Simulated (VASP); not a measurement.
# BN (P6_3/mmc) in VASP: further runs, part 2 of 2

VASP 6.6.1.

**5. Relaxation of cell and atoms, PBE+D3(BJ)**

File INCAR:

```
PREC = Accurate
ENCUT = 600
EDIFF = 1E-7
ISMEAR = 0
SIGMA = 0.03
LREAL = False
LASPH = True
NELM = 80
ALGO = Normal
ISIF = 3
LWAVE = False
LCHARG = False
GGA = PE
IVDW = 12
IBRION = 2
NSW = 90
EDIFFG = -0.005
```

File KPOINTS:

```
regular mesh
0
Gamma
  12 12 4
```

File POSCAR:

```
BN                                      
1.0
    2.5062642032     -0.0000000000      0.0000000000
   -1.2531321016      2.1704884686     -0.0000000000
   -0.0000000000      0.0000000000      6.5842539458
  B               N             
     2     2
Direct
     0.3333333332999970    0.6666666667000030    0.2500000000000000
     0.6666666667000030    0.3333333332999970    0.7500000000000000
     0.3333333332999970    0.6666666667000030    0.7500000000000000
     0.6666666667000030    0.3333333332999970    0.2500000000000000
```

Potentials or basis: VASP PAW PBE potentials, release 64 (B, N).

Run with:

```bash
cat potpaw_PBE.64/B/POTCAR potpaw_PBE.64/N/POTCAR > POTCAR
mpirun -np 1 vasp_std > vasp.out
```

OUTCAR:

```text
PREC = Accurate
   ENCUT = 600
   EDIFF = 1E-7
   ISMEAR = 0
   LREAL = False
   LASPH = True
   NELM = 80
   ISIF = 3
   GGA = PE
   IVDW = 12
   IBRION = 2
   NSW = 90
   EDIFFG = -0.005
 IVDW          = 12

 ion  position               nearest neighbor table
   1  0.333  0.667  0.250-   4 1.45   4 1.45   4 1.45
   2  0.667  0.333  0.750-   3 1.45   3 1.45   3 1.45
   3  0.333  0.667  0.750-   2 1.45   2 1.45   2 1.45
   4  0.667  0.333  0.250-   1 1.45   1 1.45   1 1.45

  LATTYP: Found a hexagonal cell.
 ALAT       =     2.5062642032
 C/A-ratio  =     2.6271188558

  Lattice vectors:

 A1 = (   2.5062642032,   0.0000000000,   0.0000000000)
 A2 = (  -1.2531321016,   2.1704884686,   0.0000000000)
 A3 = (   0.0000000000,   0.0000000000,   6.5842539458)

Analysis of symmetry for initial positions (statically):
=====================================================================
 Subroutine PRICEL returns:
 Original cell was already a primitive cell.

 Routine SETGRP: Setting up the symmetry group for a
 hexagonal supercell.

 Subroutine GETGRP returns: Found 24 space group operations
 (whereof 12 operations were pure point group operations)
 out of a pool of 24 trial point group operations.

The static configuration has the point symmetry D_3d.
 The point group associated with its full space group is D_6h.

[... 163 lines left out ...]
  ext. energy  EPLUGINS =         0.00000000
  ---------------------------------------------------
  free energy    TOTEN  =       -35.15470349 eV

  energy without entropy =      -35.15470349  energy(sigma->0) =      -35.15470349

------------------------ aborting loop because EDIFF is reached ----------------------------------------

 Edisp (eV)   -0.56942

 E8    (eV) :    -0.1669
[... 201 lines left out ...]
--------------------------------------- Ionic step        6  -------------------------------------------

 number of electron      15.9999998 magnetization

 Free energy of the ion-electron system (eV)
  ---------------------------------------------------
  ext. energy  EPLUGINS =         0.00000000
  ---------------------------------------------------
  free energy    TOTEN  =       -35.15373534 eV

  energy without entropy =      -35.15373534  energy(sigma->0) =      -35.15373534

 E-fermi :   2.5076     XC(G=0): -10.1305

 val. band max:        2.3477901254   @ k =   0.3333   0.2500   0.0000
 cond. band min:       6.5987486960   @ k =   0.5000   0.0000   0.0000
 fundamental gap:      4.2509585705
 Fermi energy:         2.5076301710

 k-point     1 :       0.0000    0.0000    0.0000
  band No.  band energies     occupation
      1     -15.4505      2.00000
      2     -15.1327      2.00000
      3      -3.9023      2.00000
      4      -1.6690      2.00000
      5       1.0073      2.00000
      6       1.0073      2.00000
      7       1.0484      2.00000
      8       1.0484      2.00000
      9       7.6676      0.00000
     10      12.7662      0.00000
     11      13.8601      0.00000
     12      13.8601      0.00000
[... 331 lines left out ...]
 k-point    24 :       0.3333    0.0000    0.2500
  band No.  band energies     occupation
      1     -13.4343      2.00000
      2     -13.2727      2.00000
      3      -4.5414      2.00000
      4      -4.4774      2.00000
      5      -1.2353      2.00000
      6      -1.1871      2.00000
      7      -0.8622      2.00000
      8       0.4146      2.00000
      9       9.1680      0.00000
     10       9.7873      0.00000
     11      11.3441      0.00000
     12      12.5357      0.00000

 [... further k-points ...]

------------------------ aborting loop because EDIFF is reached ----------------------------------------

 Edisp (eV)   -0.57042

 E8    (eV) :    -0.1672
[... 27 lines left out ...]
  FREE ENERGIE OF THE ION-ELECTRON SYSTEM (eV)
  ---------------------------------------------------
  free  energy   TOTEN  =       -35.7241511443 eV

  energy  without entropy=      -35.7241511443  energy(sigma->0) =      -35.72415114

 reached required accuracy - stopping structural energy minimisation
```

CONTCAR:

```text
BN
   1.00000000000000
     2.5065023618142628   -0.0000000000000000   -0.0000000000000000
    -1.2532511809071314    2.1706947200100903    0.0000000000000000
     0.0000000000000000    0.0000000000000000    6.5737408817749197
  B               N
     2     2
Direct
     0.3333333332999970    0.6666666667000030    0.2500000000000000
     0.6666666667000030    0.3333333332999970    0.7500000000000000
     0.3333333332999970    0.6666666667000030    0.7500000000000000
     0.6666666667000030    0.3333333332999970    0.2500000000000000

  0.00000000E+00  0.00000000E+00  0.00000000E+00
  0.00000000E+00  0.00000000E+00  0.00000000E+00
  0.00000000E+00  0.00000000E+00  0.00000000E+00
  0.00000000E+00  0.00000000E+00  0.00000000E+00
```

Run time: 3.9 min. Hardware: 1 thread of AMD EPYC 7R43 (Zen 3), shared host; peak memory 0.14 GiB.

Results:

```
Free energy                            : -35.7242 eV
Relaxed volume                         : 8.94 Å³/atom
Relaxed cell                           : a = 2.507 Å, b = 2.507 Å, c = 6.574 Å, α = 90.00°, β = 90.00°, γ = 120.00°
Space group after relaxing (to 0.05 Å) : P6_3/mmc (No. 194)
Energy gained by relaxing              : 0.0 meV/atom
Ionic steps                            : 6
Pressure after relaxing                : -0.1 GPa
Band gap on the k mesh                 : 4.25 eV, indirect (least direct gap 4.63 eV)
Dispersion energy per atom             : -0.143 eV
```

Final structure:
```
B N
1.0
     2.50650    0.00000    0.00000
    -1.25325    2.17069    0.00000
     0.00000    0.00000    6.57374
B N
2 2
Direct
  0.33333 0.66667 0.25000
  0.66667 0.33333 0.75000
  0.33333 0.66667 0.75000
  0.66667 0.33333 0.25000
```

Levels at points of the mesh, in eV from the valence-band top:
| k point | band 4 | band 5 | band 6 | band 7 | band 8 | band 9 | band 10 | band 11 | band 12 |
| --- | --- | --- | --- | --- | --- | --- | --- | --- | --- |
| (0.00, 0.00, 0.00) | -4.02 | -1.34 | -1.34 | -1.30 | -1.30 | 5.32 | 10.42 | 11.51 | 11.51 |
| (0.50, 0.00, 0.00) | -8.83 | -4.15 | -4.07 | -1.48 | -0.41 | 4.25 | 5.68 | 9.51 | 9.91 |
| (0.00, 0.00, 0.50) | -5.26 | -1.32 | -1.32 | -1.32 | -1.32 | 7.74 | 7.74 | 11.58 | 11.58 |
| (0.50, 0.00, 0.50) | -8.87 | -4.11 | -4.11 | -0.92 | -0.92 | 4.72 | 4.72 | 9.89 | 9.89 |

A k mesh can miss the band edges. Expect the measured gap to be larger: semilocal functionals such as PBE lack the derivative discontinuity.
